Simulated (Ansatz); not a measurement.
Input and command of a plane-wave DFT calculation in Ansatz:

```yaml
crystal:
  lattice:
    - [0.0, 2.5485805271, 2.5485805271]
    - [2.5485805271, 0.0, 2.5485805271]
    - [2.5485805271, 2.5485805271, 0.0]
  atoms:
    - { symbol: Ca, position: [0.0, 0.0, 0.0] }
    - { symbol: F, position: [0.25, 0.25, 0.25] }
    - { symbol: F, position: [0.75, 0.75, 0.75] }
basis:
  ecutwfc: 420
kpoints:
  mp_grid: { grid: [8, 8, 8] }
hamiltonian:
  xc: lda
scf:
  occupations: { method: fixed }
output:
  forces: true
  stress: true
  eigenvalues: true
relax:
  adjacent_minimum: "off"
  f_tol: 0.001
  max_steps: 60
  cell: { stress_tol: 0.02, p_target: 35.0 }
```

```bash
ansatz run input.yaml --threads 1 --pin off --max-ram 3072MiB --backend cpu --events-out ev --progress --plain --runs-dir out
```

Processor: Intel(R) Xeon(R) Platinum 8375C CPU @ 2.90GHz (Ice Lake), 1 thread, on a host shared with other jobs.

How long does it run, and how much memory does it take?

About 7.5 s on 1 thread of Intel(R) Xeon(R) Platinum 8375C CPU @ 2.90GHz (Ice Lake), with other jobs on the host, peak memory 0.31 GiB. It solves 16 bands at 29 k points (the mesh reduced by the symmetry that the task leaves, which can be less than the crystal's) with about 609 plane waves (on the last cell), in 45 SCF iterations over 10 ionic steps.
